When the selenium atom of Ga₃Se is pushed off its site in a cell of fixed size, the pressure rises because the force holding selenium in place stiffens as the cell shrinks. The visible hardening of the energy well is not the cause. Nor is it enough to picture selenium wedged against its nearest gallium neighbours, because the stress points the wrong way for that. What counts is the width of the cell across the motion, far more than its length along it.

Cu₃Au-type Ga₃Se (undisturbed cell Pm-3m, a = 4.324 Å, 4 atoms), with Se moved along [010] and all else fixed. Ansatz 0.2.0, plane-wave PAW, scalar-relativistic PBE with D3(BJ), no spin polarisation, cutoff 420 eV, 12×12×12 k mesh, Gaussian smearing 0.15 eV. Energies are free energies relative to the undisturbed cell; pressure is positive in compression.

```
displacement (Å)  energy change (eV a cell)  force along direction (eV/Å summed over the moved atoms)  pressure (GPa)
            -0.2                      0.015                                                     0.152            0.32
         -0.0667                      0.002                                                     0.047            0.07
               0                      0.000                                                     0.000            0.04
          0.1333                      0.006                                                    -0.097            0.17
          0.1667                      0.010                                                    -0.123            0.24
```

**The top row, −0.2 Å**

Here selenium is farthest from its site, and all three results are at their largest. The energy change E has reached 0.015 eV, and the force along the direction of motion drives selenium back. The pressure is 0.32 GPa, against 0.04 GPa in the undisturbed cell. The difference is what needs explaining, since the volume has not changed.

A pressure at fixed volume tells how the energy would respond if the volume were allowed to change. It is positive when a slightly larger cell would have a lower energy. The question is therefore why the displacement costs less in a larger cell.

Three answers suggest themselves. The well may be anharmonic, rising faster than a parabola and pressing outwards as it does so. Selenium may be jammed against the gallium atoms it approaches, forcing them apart. Or the well may stay nearly parabolic at any given volume, but with a curvature that depends on the volume.

**Down to −0.0667 Å**

The first answer is tempting because the hardening is real. Force divided by displacement is 0.70 eV/Å² in this row and 0.76 eV/Å² in the top one. A force law with a linear and a cubic term, fitted to all five rows, describes this well. It assigns about 4 % of the energy in the top row to the hardening.

The pressure, however, follows another law. Pressure is a volume derivative, taken term by term, so an energy term in the fourth power of the displacement u gives a pressure in the fourth power too. Tripling the displacement would then multiply the pressure rise by 81. The calculation gives a factor of about 9, which is the mark of a square law.

The two kinds of anharmonicity are thus separate things. One bends the well away from a parabola at a fixed volume. The other changes the parabola itself when the volume changes, and it can be strong even where the well looks almost perfectly harmonic.

**The undisturbed cell, 0 Å**

The middle row is the limit in which the explanation becomes simplest. It is also the only row with the full cubic symmetry named above the table, since moving selenium lowers the symmetry. Energy change and force vanish, and the small pressure that remains belongs to the starting cell and has to be subtracted. Close to this point the well is a parabola with stiffness k:

E = ½ k u²

Now let the volume V grow by 1 %, with every atom keeping its relative place in the cell. All lengths grow by a third of a per cent, so u² grows by two thirds of a per cent. If k falls by n per cent at the same time, the pressure rise is

ΔP = (E/V) (n − ⅔)

If the stiffness did not depend on volume, n would be zero and the pressure would fall slightly. If the stiffness drops quickly as the cell grows, the pressure rises, always with the square of the displacement.

The top row gives the size of n. The cell holds four atoms of 20.21 Å³ each, so E/V is 0.015 eV divided by 81 Å³. With 1 eV/Å³ equal to about 160 GPa, that makes 0.03 GPa. The pressure rise is nearly ten times as large, so n is about 10: a loss of 1 % in volume stiffens the restoring force by roughly 10 %.

This number is read from the pressure by way of the definition of pressure, so it does not test the model. A direct test would repeat the scan in a slightly smaller cell, which has not been done here. What the rows do test is the square law.

**On to 0.1333 and 0.1667 Å**

By symmetry a shift to either side is the same, so these two rows fill the gap between the two negative displacements. With its one coefficient taken from the row at −0.0667 Å, the square law gives the pressure rise in the other three displaced rows to within 2 % of the computed rise. The small shortfall grows with displacement, which leaves a little room for higher powers.

The square law alone does not dispose of the second answer, since jammed contacts would obey it too. They would be one way of making the stiffness depend on volume. The direction of the stress is a sharper test. The contacts in this cell are those of the Cu₃Au structure. Each selenium atom therefore has twelve nearest gallium neighbours: four ahead of it, four behind and four at its own level. The four ahead lie at 45° to the motion, two on the left and right and two above and below.

Suppose that these shortened contacts simply push along their own lines. Each then pushes as hard along the motion as to the side. All four contribute along the motion, but only two contribute to either sideways direction. The stress along the motion should therefore rise about twice as much as the stress across it.

The calculation shows something quite different. At 0.1667 Å the stress across the motion has risen by 0.30 GPa, while the stress along it has fallen by 0.02 GPa. A fuller estimate takes the sideways stress and the forces on gallium from the calculation. It allows any force between nearest selenium and gallium atoms that acts along the line joining them and depends only on their distance. It predicts a rise of 0.45 GPa along the motion. The same contradiction appears in every displaced row, as the output after this text shows.

The close contacts may still take part, but pushes between nearest pairs are not the whole story. In a metal the bonding electrons are shared among many atoms, so the force between two neighbours also depends on what surrounds them. That is a plausible reason for the failure; the present numbers do not isolate it.

**What the stress says about the stiffness**

The argument used for the volume also works for one direction at a time. Squeezing the cell by 1 % in one sideways direction stiffens the restoring force by about 15 %. Squeezing it by 1 % along the motion stiffens it by only about 1 %. The single pressure in the table is an average that hides this contrast.

The third answer therefore holds in a sharper form: the stiffness depends on the width of the channel in which selenium moves, and hardly on its length. If the cell were free to relax around the displaced selenium, it would at first widen sideways. The calculation does not reveal which change in the bonding makes the width so important.

**Why the stiffness can be so sensitive**

The forces on the gallium atoms offer a clue. In the row at −0.0667 Å, the gallium atoms ahead of and behind selenium together contribute 1.71 eV/Å² to the stiffness. Those at selenium's own level work against them and take away 1.00 eV/Å². Selenium is held by the remainder, 0.70 eV/Å².

A remainder of two large parts is easily upset. Suppose that a 1 % loss of volume strengthened the holding part by 4 % and left the opposing part as it was. The net stiffness would then grow by about 10 %, as found. If both parts grew by the same percentage, the remainder would grow by that percentage too, and nothing would be amplified.

Neither case has been tested, because the two parts were computed at one volume only. The opposing part may well grow too, and the holding part would then have to gain more than 4 %. The opposition between them is a result of the calculation. That it amplifies the effect of volume is an argument, though a natural one.

**Using the result**

For a related crystal in which symmetry fixes the atom's site, the question to ask is whether squeezing the cell makes the chosen displacement harder. If it does so appreciably, the pressure at fixed volume will rise with the square of the displacement, as long as the displacement is small. A motion held by a small difference between large forces may show a strong effect, if the argument about the two opposing parts holds. The shape of the energy curve at one volume cannot settle the matter.

Two conditions limit what the numbers mean for a real sample. Selenium moves in the same way in every cell while all gallium atoms are held still, although the forces show that they would move if released. The stiffness is therefore neither a vibration frequency nor a proof that the crystal is stable. The calculation also leaves out spin polarisation. Magnetism is not expected in a metal like this, without partly filled d or f shells, but it was not tested.

Numerical output:

```
Pressure rise in GPa with coefficient from row -0.0667:
      row  computed  square_law  fourth_power_law
     -0.2    0.2766      0.2716             2.442
  -0.0667   0.03021     0.03021           0.03021
      0.0         0           0                 0
   0.1333    0.1215      0.1207             0.482
   0.1667     0.191      0.1887             1.179
fit of F on 5 rows: coefficient of u -0.695 +/- 0.0011, coefficient of u3 -1.607 +/- 0.034; rms 8.15e-05, worst -0.0667 0.000136, leave-one-out rms 0.00022
Force over displacement at row -0.0667 in eV/A2: 0.7001
Force over displacement at row -0.2 in eV/A2: 0.759
Quartic share of the energy at row -0.2 in percent: 4.421
Stress change in GPa:
      row   across     along  along_if_central_contacts
     -0.2   0.4307  -0.03161                     0.6512
  -0.0667  0.04676  -0.00287                    0.07095
      0.0        0         0                          0
   0.1333   0.1888  -0.01302                     0.2862
   0.1667   0.2973  -0.02154                     0.4504
Stored energy per volume at row -0.2 in GPa: 0.02881
Pressure rise over stored energy per volume at row -0.2: 9.601
Percent stiffening per percent of volume lost: 10.27
Percent stiffening per percent squeeze in one sideways direction: 14.95
Percent stiffening per percent squeeze along the motion: 0.9025
Restoring part from two Ga sublattices at row -0.0667 in eV/A2: 1.706
Opposing part from the Ga at the Se level at row -0.0667 in eV/A2: -1.004
Restoring part over net stiffness at row -0.0667: 2.437
```
